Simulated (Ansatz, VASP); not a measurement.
## Two plane-wave programs on BiTe

INCAR

```
SYSTEM = BiTe
  PREC = Accurate
  ENCUT = 520
  EDIFF = 1E-6
  ISMEAR = 0
  SIGMA = 0.15
  LREAL = .FALSE.
  LASPH = .TRUE.
  NELM = 100
  ALGO = Fast
  ISIF = 2
  LWAVE = .FALSE.
  LCHARG = .FALSE.
  NBANDS = 18
```

Contents of KPOINTS:

```
Automatic mesh
0
G
  14 14 14
  0 0 0
```

The input POSCAR:

```
BiTe
1.0
    0.0000000000      3.2350000000      3.2350000000
    3.2350000000      0.0000000000      3.2350000000
    3.2350000000      3.2350000000      0.0000000000
Bi Te
1 1
Direct
    0.0000000000      0.0000000000      0.0000000000
    0.5347758887      0.4652241113      0.5347758887
```

Input for Ansatz:

```yaml
crystal:
  lattice:
    - [0.0, 3.235, 3.235]
    - [3.235, 0.0, 3.235]
    - [3.235, 3.235, 0.0]
  atoms:
    - { symbol: Bi, position: [0.0, 0.0, 0.0] }
    - { symbol: Te, position: [0.5347758887, 0.4652241113, 0.5347758887] }
basis:
  ecutwfc: 420
kpoints:
  mp_grid: { grid: [14, 14, 14] }
hamiltonian:
  xc: lda
scf:
  occupations: { method: gaussian, width: 0.15 }
output:
  forces: true
  stress: true
  eigenvalues: true
```

Change from the starting cell: all Te atoms moved +0.225 Å, as atom 2 along Cartesian [0 1 0].

Alike in both runs: task single point; functional LDA; k mesh 14 × 14 × 14; occupations gaussian, width 0.15 eV; no spin polarisation.

|  | VASP | Ansatz |
| --- | --- | --- |
| version | VASP 6.6.1 | Ansatz 0.2.0 |
| potentials or method | VASP PAW LDA potentials, release 64 (Bi_d, Te) | scalar-relativistic, plane waves, PAW |
| plane-wave cutoff (eV) | 520 | 420 |
| valence electrons in the cell | 21 | 31 |

```csv
,VASP,Ansatz,Ansatz less VASP
gap on the k mesh at the Fermi level (eV),none,none,-
pressure (GPa),-1.9,-2.0,-0.07
largest component of the traceless stress (GPa),0.75,0.73,-0.020
rms of the force components (eV/Å),0.316,0.306,-0.0094
```

Atom by atom the forces differ by 0.009 eV/Å (rms over components). A gap of «none» marks a metal or a gap that the smearing closes. The two sets of potentials don't hold the same shells in valence.

Caveats: spin-orbit coupling is left out, which moves the levels of the heavy elements.
